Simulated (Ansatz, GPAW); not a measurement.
Cost and result for the equilibrium volume of Nb

```
Nb
1.0
    -1.66395    1.66395    1.66395
     1.66395   -1.66395    1.66395
     1.66395    1.66395   -1.66395
Nb
1
Cartesian
  0.0000 0.0000 0.0000
```

```csv
rung,level,program and potentials,cutoff (eV),k mesh,smearing,task,core time,chip,equilibrium volume (Å³/atom),miss,notes
GGA,PBE,"Ansatz, Ansatz PAW",420,11 × 11 × 11,fermi-dirac 0.05,equation of state,4.9 s,Arm Neoverse V2,18.21,+1.3 %,-
GGA + dispersion,PBE+D4,"Ansatz, Ansatz PAW",420,11 × 11 × 11,fermi-dirac 0.05,relaxation of cell and atoms,5.4 s,Intel Xeon,17.91,-0.4 %,-
meta-GGA,r2SCAN,"Ansatz, Ansatz PAW",500,11 × 11 × 11,fermi-dirac 0.05,equation of state,13 s,Arm Neoverse V2,18.09,+0.6 %,"potentials made for PBE, which Ansatz adapts in part"
GGA + dispersion,PBEsol+D3(BJ),"Ansatz, all-electron LAPW, scalar-relativistic",-,11 × 11 × 11,fermi-dirac 0.05,relaxation of cell and atoms,14 s,Arm Neoverse V1,16.90,-6.0 %,-
GGA,PBE,"GPAW, GPAW PAW data sets (gpaw-data 1.2.1)",600,11 × 11 × 11,fermi-dirac 0.05,equation of state,1.9 min,Intel Xeon Platinum 8259CL Skylake/Cascade Lake,(a),?,-
```

Times are single runs on shared hosts and different chips, so they are rough; meshes, cutoffs and the tasks' sizes weigh on the time. All rows: no spin polarisation. Smearing widths are in eV. For a metal such meshes aren't converged. Meshes are those of the run's cell of 1 atom unless a note names another. Relaxations start from the cell shown or near it and stop with a little pressure left. The cell shown, of 18.43 Å³ an atom, is the runs' start and not the measured value. Misses use the values as printed. Runs on faulty files, with rough fits or with known faults for this quantity aren't shown. No row holds spin-orbit coupling.

Measured: 17.98 Å³/atom at 291.15 K (a printed reference work). The runs are for a static lattice.

Q: Estimate the value left out from the other rows.

A: (a) 18.14 Å³/atom, miss +0.9 %.
